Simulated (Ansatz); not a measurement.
# Sn on Mg(0001), bridge start, 2x2 cell: photoemission fingerprints, part 2 of 3

Wanted: core-level shifts and unfolded surface bands for Sn on Mg(0001), bridge start, 2x2 cell.

Ansatz 0.2.0; DFT, PBE, plane-wave PAW, default files, scalar-relativistic (the session's first sound run).

So far, work function, upper face (eV): step 2 (the clean face) 3.76; step 3 (relaxation) 4.36.

### 4. Bands by layer (continued)

A(k,E), bottom over k along the path and E. Zero: Fermi level.

Ten even steps from '_' (0.00 eV⁻¹) to '@' (2.11 eV⁻¹), each cell a mean:
```
----==::==--..__..::----::::----..__::::--..::::--::::++::::
----==--**--..__________....______....--..::::==------::++--
==----@@++__..::::______________......::::......::::::::--==
::--##++..________::::..____::::..____..::::::----::::--::::
::--==..__......____..::--::....__......++==::::..::::--==::
==**==......____________________________..----..::::----====
%%**....__....____________________..::::....::------::..==##
%%::......__..::::..__________..::::..__..--::......::****%%
..--::....::______..::::::::::..______......------****==++..
__......____::____________________..::::__..::++++==**==____
__..::__..____::::..__________..::::..__....::**++==________
____::--__::____..--------------..____....::--______________
______--::__::______________________::....--..______________
________--..__::..______________..::....--..________________
________..--::__..::::..__..::::::__..::::__________________
__________::::::______..::....____..::--____________________
____________::..--::__________..::::::..____________________
______________--::::----------::..--..______________________
________________::--..________::--__________________________
____________________--======--..____________________________
____________________________________________________________
____________________________________________________________
```
Columns: k along the path (Å⁻¹) from 0 to 3.11; rows upwards: E (eV) from -7.7 to 3.49.

Peaks of A(k,E) at the labelled points: for each region the eleven nearest the zero at most, each over 6 % of that point's highest, less those above the energy where the solved bands run out; weight and spread sum the levels within three half widths or 0.3 eV, so near peaks share levels. Peaks of the spectral function, the first 40 of 130 rows:

```csv
point,weight on,E (eV),A (1/eV),weight near the peak,rms spread of levels (eV)
K,total,-0.28,12.87,3.411,0.093
K,total,-0.12,5.038,3.411,0.093
K,total,0.22,3.945,2.501,0.172
K,total,0.42,9.021,2.641,0.1
K,total,1.28,6.38,1.072,0.015
K,total,1.86,3.565,1.251,0.127
K,total,2.12,5.272,1.832,0.159
K,total,2.26,4.355,1.578,0.148
K,total,2.54,1.957,0.836,0.125
K,total,2.92,4.379,1.19,0.086
K,total,3.1,4.124,1.775,0.171
K,top,-1.48,0.443,0.085,0.026
K,top,-1.12,0.285,0.04,0
K,top,-0.34,1.806,0.61,0.108
K,top,-0.28,1.95,0.61,0.108
K,top,-0.1,1.054,0.61,0.108
K,top,0.22,1.945,0.672,0.174
K,top,0.48,2.302,0.806,0.132
K,top,1.28,3.017,0.512,0.015
K,top,1.86,1.074,0.265,0.127
K,top,2.12,0.886,0.467,0.178
K,top,2.26,1.407,0.362,0.131
K,middle,-0.26,6.406,1.503,0.075
K,middle,0.22,0.688,0.475,0.183
K,middle,0.46,1.934,0.53,0.095
K,middle,1.28,1.724,0.289,0.015
K,middle,1.86,1.053,0.412,0.124
K,middle,2.12,1.869,0.634,0.153
K,middle,2.26,1.634,0.564,0.141
K,middle,2.54,0.611,0.3,0.119
K,middle,2.92,1.219,0.373,0.086
K,middle,3.1,1.439,0.536,0.164
K,middle,3.34,1.136,0.455,0.199
K,bottom,-0.28,4.62,1.296,0.101
K,bottom,-0.1,2.42,1.296,0.101
K,bottom,0.22,1.31,1.353,0.165
K,bottom,0.42,5.687,1.305,0.074
K,bottom,1.28,1.637,0.271,0.015
K,bottom,1.86,1.435,0.574,0.124
K,bottom,2.12,2.514,0.73,0.148
```

The DOS has structure finer than the step of the table below, so its rows give means over 1 eV, whole bins alone (the curve runs from -23.0 to 4.22 eV). Peaks (eV: height): total -21.0: 36.1, -7.0: 5.76, -0.9: 10.0, 1.2: 12.3; Mg 3s -4.0: 7.02, -2.9: 5.72, -2.2: 5.31, -1.8: 6.16; Mg 3p* -0.1: 5.73, 1.2: 8.26, 1.7: 9.00, 2.3: 8.82; Sn 5p -1.9: 1.06, -0.4: 2.18, 0.4: 1.37, 1.3: 1.22; Sn 5s -7.0: 3.99.

* holds the states left over by the projection beside any projected weight of its own. Table of DOS by E, zero at the Fermi level; means over each step; values in states/eV/cell:

```csv
E (eV),total,Mg 3s,Mg 3p*,Sn 5p,Sn 5s,Sn 4d
-22,5.8e-5,0,0,0,0,5.8e-5
-21,10.00,0.00237,0,1.2e-4,8.8e-6,10.00
-20,5.6e-4,0,0,0,0,5.6e-4
-19,0,0,0,0,0,0
-18,0,0,0,0,0,0
-17,0,0,0,0,0,0
-16,0,0,0,0,0,0
-15,0,0,0,0,0,0
-14,0,0,0,0,0,0
-13,0,0,0,0,0,0
-12,0,0,0,0,0,0
-11,0,0,0,0,0,0
-10,0,0,0,0,0,0
-9,0,0,0,0,0,0
-8,1.5e-4,6.1e-5,0,3.9e-6,8.7e-5,0
-7,2.07,0.619,0.00979,0.0519,1.38,1.3e-4
-6,1.67,1.57,0.0114,7.1e-4,0.0846,0
-5,3.26,3.06,0.0589,0.0124,0.126,1.1e-4
-4,4.43,4.01,0.219,0.0674,0.137,2.7e-4
-3,5.14,4.33,0.516,0.202,0.0869,4.2e-4
-2,6.84,4.81,1.32,0.615,0.0897,4.9e-4
-1,8.04,3.28,3.35,1.38,0.0323,3.1e-4
0,8.66,2.12,5.09,1.44,0.00863,1.5e-4
1,8.25,2.24,5.19,0.815,0.00448,1.4e-4
2,9.80,1.64,7.71,0.445,0.00669,1.3e-4
3,10.1,1.14,8.53,0.368,0.00909,1.4e-4
```

Simulated valence spectra by photon energy, shown to 13 eV, since a deeper line would dwarf them at some energies; the 100 % can be that line's tail at the edge; this run's widths, added to any smearing of the DOS itself: Gaussian 0.3 eV, Lorentzian 0.2 eV. The intensity by binding energy, zero at the Fermi level; values in % of the maximum within 13 eV:

```csv
binding energy (eV),21.2 eV,60 eV,400 eV,1486.7 eV,9251.7 eV
-1.0,2.40,2.90,2.10,1.78,0.734
-0.5,5.95,5.48,4.57,3.92,1.64
0.0,48.0,35.6,33.0,28.3,11.9
0.5,99.9,61.1,61.8,56.2,24.4
1.0,98.0,71.9,74.4,65.1,27.5
1.5,69.8,64.0,67.8,57.1,24.0
2.0,67.0,74.6,77.0,63.4,27.0
2.5,45.4,63.8,64.8,51.4,21.5
3.0,40.2,65.2,65.5,51.0,21.0
3.5,29.8,53.9,54.0,42.3,18.6
4.0,32.6,64.5,65.7,51.4,23.2
4.5,18.5,37.6,39.0,30.6,13.8
5.0,18.5,39.0,41.5,33.0,15.6
5.5,14.3,31.7,35.0,28.7,14.9
6.0,8.68,20.7,22.8,19.3,10.9
6.5,6.32,29.2,29.9,28.3,24.4
7.0,11.9,95.5,95.3,95.2,95.1
7.5,2.00,15.0,13.0,12.6,11.9
8.0,0.645,5.60,3.29,3.03,2.42
8.5,0.413,4.50,1.97,1.72,1.14
9.0,0.309,4.29,1.51,1.27,0.698
9.5,0.247,4.35,1.31,1.06,0.487
10.0,0.204,4.55,1.22,0.965,0.370
10.5,0.173,4.86,1.19,0.923,0.298
11.0,0.150,5.25,1.21,0.918,0.251
11.5,-,5.74,1.25,0.940,0.220
12.0,-,6.33,1.32,0.985,0.200
12.5,-,7.04,1.43,1.05,0.187
```

Maxima picked by a test of local sharpness, so broad peaks and shoulders can be missing; peaks within 0.45 eV of a curve's cut are left out. Valence peaks, by row:

```csv
photon energy (eV),binding energy (eV),height (% of the maximum within 13 eV),main shell,its share (%)
21.2,6.95,12.41,Mg 3s,63.2
21.2,4.8,20.89,Mg 3s,92.3
21.2,3.95,33.33,Mg 3s,84.03
21.2,1.8,72.29,Sn 5p,60.49
21.2,0.85,99.95,Sn 5p,79.98
21.2,0.5,100,Sn 5p,86.15
60,21,24146,Sn 4d,100
60,6.95,100,Sn 5s,75.45
60,4.8,42.44,Mg 3s,84
60,3.95,65.48,Mg 3s,83.91
60,2.9,66.46,Mg 3s,83.1
60,1.85,75.89,Mg 3s,71.92
60,0.95,72.46,Mg 3s,50.71
400,21,4321,Sn 4d,100
400,6.95,100,Sn 5s,82.09
400,4.8,45.05,Mg 3s,88.21
400,3.95,66.71,Mg 3s,86.4
400,2.9,67.04,Mg 3s,85.42
400,1.85,79.17,Mg 3s,72.81
400,1,74.65,Mg 3s,54.78
1487,21,3085,Sn 4d,100
1487,6.95,100,Sn 5s,87.5
1487,4.8,35.36,Mg 3s,84.59
1487,3.95,52.12,Mg 3s,82.1
1487,2.9,52.36,Mg 3s,80.9
1487,1.85,65.69,Mg 3s,65.31
1487,1,65.27,Sn 5p,48.26
9252,21,243.4,Sn 4d,99.98
9252,6.95,100,Sn 5s,95.83
9252,5.3,16.09,Mg 3s,51.02
9252,4,23.45,Mg 3s,63.22
9252,2.85,21.71,Mg 3s,67.38
9252,1.85,28.04,Mg 3s,53.42
9252,1.05,27.62,Sn 5p,53.67
```

The planar mean, electrostatic potential oscillates, so the rows of the table below give means over windows of 1 Å about each position, cut where the curve ends. Its maxima inside the range that stand out by 2 % of the span (Å: eV): 8.8: 0.948, 11.5: 0.966, 14.1: 0.996, 17.5: 2.13. Its minima: 7.5: -11.8, 10.1: -11.8, 12.7: -11.8, 15.3: -10.1, 17.9: 1.75.

From the Fermi level. Planar mean, electrostatic potential against z; means over each step:

```csv
z (Å),"planar mean, electrostatic potential (eV)"
0,4.01
1,3.84
2,3.76
3,3.76
4,3.75
5,3.58
6,2.25
7,-5.65
8,-5.54
9,-0.142
10,-9.00
11,-1.20
12,-3.26
13,-7.61
14,0.320
15,-6.67
16,-4.25
17,0.982
18,2.15
19,3.93
20,4.32
21,4.35
22,4.36
23,4.36
24,4.27
```

The intensity, Mg L2,3 has structure finer than the step of the table below, so its rows give means over 0.5 eV, whole bins alone (the curve runs from -23.0 to 1.43 eV). Peaks (eV: height): -4.78: 66.7, -3.98: 99.7, -2.88: 90.1, -1.88: 92.1.

Shapes are the site's partial DOS without matrix elements, which overweights lines from ligand s bands. Table of intensity, Mg L2,3 by emission energy less the core level's binding energy, zero at the Fermi level; means over each step:

```csv
emission energy less the core level's binding energy (eV),"intensity, Mg L2,3 (% of the unpolarised maximum)"
-21.5,0.00609
-21.0,0.0699
-20.5,0.00806
-20.0,2.4e-4
-19.5,2.5e-4
-19.0,2.6e-4
-18.5,2.8e-4
-18.0,3.0e-4
-17.5,3.2e-4
-17.0,3.5e-4
-16.5,3.8e-4
-16.0,4.1e-4
-15.5,4.4e-4
-15.0,4.8e-4
-14.5,5.3e-4
-14.0,5.8e-4
-13.5,6.5e-4
-13.0,7.2e-4
-12.5,8.1e-4
-12.0,9.2e-4
-11.5,0.00105
-11.0,0.00122
-10.5,0.00143
-10.0,0.00172
-9.5,0.00211
-9.0,0.00270
-8.5,0.00368
-8.0,0.00657
-7.5,1.59
-7.0,15.8
-6.5,14.6
-6.0,25.9
-5.5,43.4
-5.0,55.3
-4.5,50.1
-4.0,84.6
-3.5,66.4
-3.0,83.2
-2.5,78.7
-2.0,88.4
-1.5,71.5
-1.0,62.7
-0.5,36.6
0.0,19.7
0.5,0.226
1.0,0.00774
```

Window up to 4.2 eV. Shell moments, by row:

```csv
element,shell,occupied states an atom,centre of occupied part (eV),rms width of occupied part (eV),centre up to the window's top (eV),rms width up to the window's top (eV)
Sn,5s,1.947,-6.056,1.625,-5.936,1.904
Sn,5p,3.146,-1.273,1.171,-0.04968,1.814
Sn,4d,9.999,-20.98,0.2687,-20.98,0.3239
Mg,3s,1.419,-3.126,1.702,-1.972,2.625
Mg,3p*,0.5067,-1.112,1.01,1.83,1.864
```

The broadened DOS, unweighted empty DOS by E, zero at the Fermi level; read off at these points:

```csv
E (eV),"broadened DOS, unweighted empty DOS (states/eV/cell)"
-0.93,1.0e-4
-0.72,0.00383
-0.53,0.0661
-0.23,1.20
-0.03,3.63
0.17,6.45
0.38,7.74
0.57,7.31
0.88,7.45
1.07,8.99
1.27,9.75
1.48,9.51
1.68,9.58
1.88,9.75
2.17,9.91
2.38,9.75
2.58,9.37
2.77,9.45
2.98,9.98
3.27,11.0
3.48,11.8
3.67,12.4
```

The spectra weight each projected shell by its atomic cross section (Dirac–Hartree–Slater) and angular factor, for linear light with the analyser at 10° from the polarisation. Broadening, on top of any smearing of the DOS itself: a Gaussian of 0.3 eV and a Lorentzian of 0.2 eV plus 0 times the binding energy (full widths), Fermi edge at 300 K. Each atom is damped by exp[−depth/(λ cos θ)], θ = 30° from the normal, λ from the universal curve. Curves are cut 10 eV under the photon energy, above any shell that the free atom's threshold puts out of reach, or at the lower edge of the window: 11.2 eV at 21.2 eV, 23 eV at 60 eV, 23 eV at 400 eV, 23 eV at 1486.7 eV and 23 eV at 9251.7 eV. A star in tables and legends marks shells that hold the states left over by the projection (17.6 % of the filled ones), a stand-in for orbitals that the files don't project on. Dipole terms alone, which is rough above 3 keV; no background, satellites or final-state effects.

How the area divides among the shells (%):

```csv
shell,21.2 eV,60 eV,400 eV,1486.7 eV,9251.7 eV
Sn 5s,0.0,0.5,2.4,3.5,25.7
Sn 5p,56.3,0.2,1.8,3.1,10.0
Sn 4d,0.0,97.4,86.6,84.4,44.1
Mg 3s,42.3,1.6,8.6,8.8,20.2
```

Regions along c: top from 14.2 to 21.5 Å, middle from 10.7 to 14.2 Å, bottom from 3.5 to 10.7 Å.

States with weight above 0.08 nearest the zero at K of the zone, within the window kept, -7.1 to 3.6 eV (levels that the program groups as degenerate share a row):

```csv
E (eV),"weight, total","weight, top","weight, middle","weight, bottom"
-0.35,0.79,0.19,0.36,0.23
-0.28,0.90,0.14,0.35,0.41
-0.26,0.97,0.10,0.62,0.26
-0.11,0.42,0.09,0.10,0.23
-0.05,0.34,0.09,0.07,0.17
0.22,0.46,0.28,0.07,0.12
0.41,0.95,0.06,0.14,0.74
0.47,0.75,0.24,0.19,0.32
0.53,0.48,0.22,0.13,0.12
1.26,0.50,0.23,0.13,0.14
```

States with weight above 0.08 nearest the zero at Γ of the zone, within the window kept, -7.1 to 3.6 eV (levels that the program groups as degenerate share a row):

```csv
E (eV),"weight, total","weight, top","weight, middle","weight, bottom"
-4.22,0.91,0.26,0.27,0.38
-2.52,0.90,0.23,0.20,0.47
-1.08,0.09,0.02,0.03,0.04
-0.77,0.81,0.20,0.25,0.35
-0.01,0.09,0.09,0.00,0.00
1.26,0.44,0.15,0.08,0.21
1.42,0.57,0.19,0.10,0.27
2.93,0.12,0.11,0.00,0.00
3.05,0.84,0.15,0.12,0.42
3.41,0.11,0.01,0.01,0.04
```

States with weight above 0.08 nearest the zero at M of the zone, within the window kept, -7.1 to 3.6 eV (levels that the program groups as degenerate share a row):

```csv
E (eV),"weight, total","weight, top","weight, middle","weight, bottom"
-1.00,0.50,0.24,0.11,0.14
-0.98,0.39,0.07,0.10,0.22
-0.54,0.48,0.25,0.12,0.11
-0.45,0.17,0.09,0.05,0.04
-0.01,0.27,0.06,0.10,0.11
0.28,0.30,0.12,0.09,0.10
0.29,0.50,0.11,0.16,0.23
0.39,0.21,0.05,0.06,0.10
0.98,0.22,0.07,0.07,0.08
0.99,0.49,0.12,0.18,0.19
```

The largest force component on a free atom is 0.005 eV/Å, so the atoms are at rest for these settings too. At the Fermi level the DOS is 8.37 states/eV a cell.

### 5. With spin–orbit coupling

This step: DFT, PBE, plane-wave PAW, default files, with spin-orbit coupling (Ansatz 0.2.0).

Spin–orbit coupling splits and shifts levels of heavy atoms, so the bands are solved again with spinors.

File input.yaml:

```yaml
crystal:
  lattice:
    - [6.38, 0.0, 0.0]
    - [3.19, 5.5252420761, 0.0]
    - [0.0, 0.0, 24.835]
  atoms:
    - { symbol: Sn, position: [0.284047308, -0.0680645041, 0.7027813266] }
    - { symbol: Mg, position: [-0.0022679625, -0.0238109948, 0.6100574603] }
    - { symbol: Mg, position: [0.5260656012, -0.0237964106, 0.610052941] }
    - { symbol: Mg, position: [0.0252657581, 0.4494563653, 0.6308813526] }
    - { symbol: Mg, position: [0.500614032, 0.4987765395, 0.6243384247] }
    - { symbol: Mg, position: [0.830830252, 0.3363956497, 0.5134649938] }
    - { symbol: Mg, position: [0.3327756785, 0.336391851, 0.5134639744] }
    - { symbol: Mg, position: [0.8377758266, 0.824464045, 0.5089602593] }
    - { symbol: Mg, position: [0.3342431969, 0.8315109046, 0.5088725888] }
    - { symbol: Mg, position: [0.0, 0.0, 0.406482786] }
    - { symbol: Mg, position: [0.5, 0.0, 0.406482786] }
    - { symbol: Mg, position: [0.0, 0.5, 0.406482786] }
    - { symbol: Mg, position: [0.5, 0.5, 0.406482786] }
    - { symbol: Mg, position: [0.833333333, 0.333333333, 0.301993155] }
    - { symbol: Mg, position: [0.333333333, 0.333333333, 0.301993155] }
    - { symbol: Mg, position: [0.833333333, 0.833333333, 0.301993155] }
    - { symbol: Mg, position: [0.333333333, 0.833333333, 0.301993155] }
kpoints:
  mp_grid: { grid: [6, 6, 1] }
  band_path:
    path:
      - [0.6666666666667, 0.3333333333333, 0.0]
      - [0.0, 0.0, 0.0]
      - [0.5, 0.0, 0.0]
      - [0.6666666666667, 0.3333333333333, 0.0]
    npoints: 20
scf:
  occupations: { method: fermi_dirac, width: 0.05 }
  n_extra_bands: 50
hamiltonian:
  xc: pbe
  pseudopotentials: { kind: paw_fr }
output:
  forces: true
  write_potential: true
  volumetric_format: []
  fatbands: true
efield:
  axis: 3
  dipole_correction: true
magnetization:
  noncollinear: true
  spin_orbit: true
```

The run is started by

```
> ansatz run input.yaml --threads 8 --pin off --max-ram 20480MiB --backend cpu --events-out ev --progress --plain --runs-dir out
```

It took 23 min on 8 threads of Arm Neoverse V2, shared host; peak memory 18 GiB; 3.1 h of CPU time.

This step gave:

```
free energy               : -36805.0898 eV
energy at zero smearing   : -36805.0563 eV
smearing term TS          : 0.06707 eV
Fermi energy              : 0.4848 eV
work function, upper face : 4.362 eV
```

Electronic bands along the path, in eV, zero at the Fermi level; # counts the bands kept:

```csv
point,#27,#28,#29,#30,#31,#32,#33,#34
K,-0.13,-0.12,-0.05,-0.04,0.20,0.24,0.40,0.41
halfway,-0.45,-0.41,-0.36,-0.35,0.17,0.21,0.38,0.43
Γ,-0.98,-0.98,-0.78,-0.78,-0.56,-0.56,-0.43,-0.43
halfway,-0.41,-0.41,-0.37,-0.36,-0.01,0.03,0.25,0.28
M,-0.08,-0.08,0.09,0.09,0.43,0.43,1.11,1.11
halfway,-0.13,-0.07,0.23,0.23,0.48,0.50,0.54,0.56
K,-0.13,-0.12,-0.05,-0.04,0.20,0.24,0.40,0.41
```

Of the projections kept (adsorbate, layer 1, layer 2, layer 3, remaining atoms, not projected), the largest for each band there; the rest of the weight can lie on other orbitals:

```csv
point,#27,#28,#29,#30,#31,#32,#33,#34
K,not projected 0.52,not projected 0.68,not projected 0.58,not projected 0.56,not projected 0.57,not projected 0.56,not projected 0.74,not projected 0.74
Γ,not projected 0.54,not projected 0.54,not projected 0.80,not projected 0.80,not projected 0.53,not projected 0.53,not projected 0.48,not projected 0.48
M,not projected 0.45,not projected 0.45,not projected 0.61,not projected 0.61,not projected 0.75,not projected 0.75,not projected 0.79,not projected 0.79
K,not projected 0.52,not projected 0.68,not projected 0.58,not projected 0.56,not projected 0.57,not projected 0.56,not projected 0.74,not projected 0.74
```

Side by side:

```csv
quantity,this run,base run,difference
"work function, upper face (eV)",4.362,4.3579,0.00410
"work function, lower face (eV)",3.7643,3.7641,2.0e-4
```

Of the bands kept, 10 cross the Fermi level on this path (spinor bands, one electron each).

(Part 2 of 3 ends here.)

[Logs are printed without paths, hosts, clocks, repeated set-up lines and the standing remarks that a program may print on its own settings, such as how far it seeks lower states.]

[Hosts, paths, dates, database ids (printed as entryN), source tags and the programs' standing remarks are cut or masked in the printed files.]

[Maps of the electrostatic potential energy from Ansatz leave out the sawtooth potential of an applied field or a dipole correction, so their vacuum need not be flat; work functions include it.]
